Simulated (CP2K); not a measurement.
**PbS (Galena) under changes of volume**

One of the cells (26.086 Å³/atom); the others are scaled copies at fixed shape and fractional positions:

```xyz
2
Lattice="4.1942 0.0000 0.0000 2.0971 3.6323 0.0000 2.0971 1.2108 3.4246" Properties=species:S:1:pos:R:3 pbc="T T T"
Pb    0.0000    0.0000    0.0000
S     4.1942    2.4215    1.7123
```

| Quantity | Value |
| --- | --- |
| Program | CP2K 2026.2 |
| Functional | LDA |
| Potentials or basis | GTH_POTENTIALS Pb GTH-PADE-q4, S GTH-PADE-q6; TZVP-MOLOPT-PBE-GTH basis |
| Density cutoff | 6123 eV |
| k mesh | 8 × 8 × 8 |
| Occupations | fermi-dirac, width 0.05 eV |
| Spin | no spin polarisation |

```tsv
volume (Å³/atom)	energy over the lowest point (meV/atom)	pressure (GPa)	gap on the mesh (eV)
24.521	0.00	-0.1	0.01
25.042	?	?	?
25.564	8.32	-2.4	0.17
26.086	17.90	-3.5	0.24
26.607	30.64	-4.4	0.30
27.129	46.22	-5.2	0.36
27.651	64.33	-5.9	0.41
```

What does the run at 25.042 Å³/atom give?

Energy over the lowest point 2.24 meV/atom; pressure -1.3 GPa; gap on the mesh 0.09 eV.

Worked out: A Birch-Murnaghan fit of order 3 (a polynomial in V^(-2/3)) to the other rows has its minimum at 24.51 Å³/atom, just outside them, with B0 = V·E''(V) = 63 GPa and B' = 4.0. It gives 2.21 meV/atom at 25.042 Å³/atom, against the run's 2.24, and -dE/dV = -1.3 GPa, against -1.3.

Energies are extrapolated to zero smearing.

Caveats: spin-orbit coupling is left out, which as a rule narrows the gap of such compounds by several tenths of an eV; the basis of atomic orbitals isn't converged, which shifts pressures, moduli and gaps.

A mesh can miss the band edges.
